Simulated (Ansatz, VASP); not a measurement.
**BAs: VASP beside Ansatz**

File INCAR:

```
SYSTEM = BAs
ALGO = Normal ; EDIFF = 1E-7
EDIFFG = -0.001 ; ENCUT = 600
GGA = PE ; IBRION = 2
ISIF = 3 ; ISMEAR = 0
LASPH = .True. ; LCHARG = .False.
LREAL = .False. ; LWAVE = .False.
NELM = 80 ; NSW = 80
PREC = Accurate ; SIGMA = 0.01
```

KPOINTS

```
k-points
0
Gamma
  10 10 10
  0 0 0
```

The input POSCAR:

```
BAs
1.0
    0.0000000000      2.4044111611      2.4044111611
    2.4044111611      0.0000000000      2.4044111611
    2.4044111611      2.4044111611      0.0000000000
B As
1 1
Direct
    0.0000000000      0.0000000000      0.0000000000
    0.7500000000      0.7500000000      0.7500000000
```

Input for Ansatz:

```yaml
crystal:
  lattice:
    - [0.0, 2.4044111605, 2.4044111605]
    - [2.4044111605, 0.0, 2.4044111605]
    - [2.4044111605, 2.4044111605, 0.0]
  atoms:
    - { symbol: B, position: [0.0, 0.0, 0.0] }
    - { symbol: As, position: [0.75, 0.75, 0.75] }
basis:
  ecutwfc: 420
kpoints:
  mp_grid: { grid: [10, 10, 10] }
hamiltonian:
  xc: pbe
scf:
  occupations: { method: fixed }
output:
  forces: true
  stress: true
  eigenvalues: true
  write_density: true
  write_potential: true
  elf: true
  volumetric_format: npy
relax:
  adjacent_minimum: "off"
  f_tol: 0.001
  max_steps: 60
  cell: { stress_tol: 0.01 }
```

Alike in both runs: task relaxation of cell and atoms; functional PBE; k mesh 10 × 10 × 10; no spin polarisation.

```csv
,VASP,Ansatz
version,VASP 6.6.1,Ansatz 0.2.0
potentials or method,"VASP PAW PBE potentials, release 64 (B, As)","scalar-relativistic, plane waves, PAW"
plane-wave cutoff (eV),600,420
occupations,"gaussian, width 0.01 eV",fixed
valence electrons in the cell,8,18
```

Ansatz gave:

```
gap on the k mesh at the Fermi level, each at its own relaxed structure (eV) : 1.20
relaxed volume (Å³/atom)                                                     : 13.90
relaxed cell length with the largest relative difference (Å)                 : 3.401
```

Task: Estimate VASP's values.

Result: gap on the k mesh at the Fermi level, each at its own relaxed structure (eV): 1.20; relaxed volume (Å³/atom): 13.97; relaxed cell length with the largest relative difference (Å): 3.406.

The two sets of potentials don't hold the same shells in valence.

A k mesh can miss the band edges. Zero-point motion and thermal expansion aren't in these numbers. PBE usually gives volumes a little too large and moduli too small.
